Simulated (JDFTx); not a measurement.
Wanted: the native input for a JDFTx 1.7.0 (patched build) run.

* Task: single point
* Functional: PBEsol
* Potentials or basis: PseudoDojo-SR-PBEsol-0.4.1-standard with smoothed tails
* Cutoff: 1170 eV
* Density cutoff: 9361 eV
* k mesh: 7 × 7 × 6
* Occupations: fermi-dirac, width 0.05 eV
* Spin: no spin polarisation
* Local potential set to -Z/r beyond: 6 bohr
* Bands: 32
* Density cutoff over wavefunction cutoff: 8
* Max SCF steps: 100
* SCF threshold on the energy: 1e-09 Ha
* Solver of the electrons: scf
* Further solve for the empty bands: yes

Se:

```xyz
3
Lattice="4.3662 0.0000 0.0000 -2.1831 3.7812 0.0000 0.0000 0.0000 4.9536" Properties=species:S:1:pos:R:3 pbc="T T T"
Se    1.6910    2.9289    0.0000
Se   -0.4921    0.8523    3.3024
Se    0.9841    0.0000    1.6512
```

These files were run (other wordings do the same):

Se.in

```
lattice \
    8.2509222053    -4.1254611027     0.0000000000 \
    0.0000000000     7.1455082345     0.0000000000 \
    0.0000000000     0.0000000000     9.3609473309
coords-type Lattice
ion Se     0.7746000000     0.7746000000     0.0000000000 1
ion Se     0.0000000000     0.2254000000     0.6666666667 1
ion Se     0.2254000000     0.0000000000     0.3333333333 1

ion-species pseudo/Se.upf
elec-cutoff 43 344
elec-ex-corr gga-PBEsol
kpoint-folding 7 7 6
elec-smearing Fermi 0.0018374661
elec-n-bands 32
electronic-SCF nIterations 100 energyDiffThreshold 1e-09
electronic-minimize nIterations 30 energyDiffThreshold 1e-7
converge-empty-states yes
forces-output-coords Cartesian

dump-name run.$VAR
dump End Ecomponents EigStats BandEigs Kpoints Forces Stress
```

Potentials or basis: PseudoDojo-SR-PBEsol-0.4.1-standard with smoothed tails.

Run with:

```sh
$ jdftx -c 1 -i Se.in -o Se.out
```

Results of the run:

| Quantity | Value |
| --- | --- |
| Pressure | 0.2 GPa |
| Largest force | 0.307 eV/Å |
| Band gap on the k mesh | 1.13 eV, indirect (least direct gap 1.43 eV) |

Caveat: an odd mesh through Γ misses points on the zone boundary, where band edges often lie.

It took 8.3 min on 1 thread of Arm Neoverse V2 (shared host), peak memory 0.49 GiB.
